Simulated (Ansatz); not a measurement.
Input and command of a plane-wave DFT calculation in Ansatz:

```yaml
crystal:
  lattice:
    - [0.0, 1.769502275, 1.8602459814]
    - [1.769502275, 0.0, 1.8602459814]
    - [1.769502275, 1.769502275, 0.0]
  atoms:
    - { symbol: Cu, position: [0.0, 0.0, 0.0] }
basis:
  ecutwfc: 420
kpoints:
  mp_grid: { grid: [28, 28, 28] }
hamiltonian:
  xc: pbe
scf:
  occupations: { method: gaussian, width: 0.15 }
output:
  forces: true
  stress: true
  eigenvalues: true
```

```bash
ansatz run input.yaml --threads 2 --pin off --max-ram 5120MiB --backend cpu --events-out ev --progress --plain --runs-dir out
```

Processor: Arm Neoverse V2, 2 threads, on a host shared with other jobs.

How long does it run, and how much memory does it take?

About 6.8 s on 2 threads of Arm Neoverse V2, on a shared host, peak memory 0.54 GiB. It solves 14 bands at 1639 k points (the mesh reduced by symmetry) with about 247 plane waves, in 6 SCF iterations.
